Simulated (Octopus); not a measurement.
Crystal: Al.

```xyz
2
Lattice="2.8125 0.0000 0.0000 -1.4062 2.4357 0.0000 0.0000 0.0000 4.8669" Properties=species:S:1:pos:R:3 pbc="T T T"
Al    0.0000    1.6238    1.2167
Al    1.4062    0.8119    3.6501
```

This isn't the form of Al at room conditions, which is fcc.

```yaml
Program: Octopus 16.4
Task: single point
Functional: PBEsol
Potentials_or_basis: pseudodojo_pbesol (PseudoDojo 0.4, PBEsol)
Grid_spacing: 0.176 × 0.176 × 0.180 Å
k_mesh: 11 × 11 × 6
Occupations: fermi-dirac, width 0.05 eV
Spin: no spin polarisation
```

On this cell: largest force under 0.003 eV/Å; band gap on the k mesh none (metal or under the smearing width).

The same run follows on a disturbed copy (atoms moved at random, drawn with an rms of 0.05 Å):

```
CELL_PARAMETERS angstrom
2.81246 0.00000 0.00000
-1.40623 2.43566 0.00000
0.00000 0.00000 4.86685
ATOMIC_POSITIONS crystal
Al 0.31442 0.64697 0.24540
Al 0.66979 0.33912 0.75318
```

Q: What changes?

A: The energy (extrapolated to zero smearing) moves by +2.0 meV/atom; largest force 0.135 eV/Å; band gap on the k mesh none (metal or under the smearing width).

Forces on the atoms (eV/Å):
```
Al   0.024  0.046  0.124
Al  -0.024 -0.046 -0.124
```
